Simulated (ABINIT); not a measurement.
The system is NbAs.

```
CELL_PARAMETERS angstrom
-1.72585 1.72585 5.84000
1.72585 -1.72585 5.84000
1.72585 1.72585 -5.84000
ATOMIC_POSITIONS crystal
Nb 0.50000 0.00000 0.50000
Nb 0.75000 0.75000 0.00000
As 0.91600 0.41600 0.50000
As 0.16600 0.16600 0.00000
```

Base run:

- Program: ABINIT 10.8.3 (patched build)
- Functional: LDA
- Potentials or basis: PseudoDojo NC SR LDA v0.4.1 standard
- Cutoff: 1088 eV
- k mesh: 8 × 8 × 8
- Occupations: fermi-dirac, width 0.05 eV
- Spin: no spin polarisation

Its results: band gap on the k mesh none (metal or under the smearing width); pressure -5.7 GPa; largest force 0.274 eV/Å.

The run is repeated on the same cell with these changes: functional from LDA to PBEsol; potentials or basis from PseudoDojo NC SR LDA v0.4.1 standard to PseudoDojo NC SR PBEsol v0.4.1 standard; cutoff from 1088 eV to 1034 eV. What comes out?

Band gap on the k mesh none (metal or under the smearing width); pressure -3.5 GPa; largest force 0.287 eV/Å.

Not every run made on this cell is shown here.
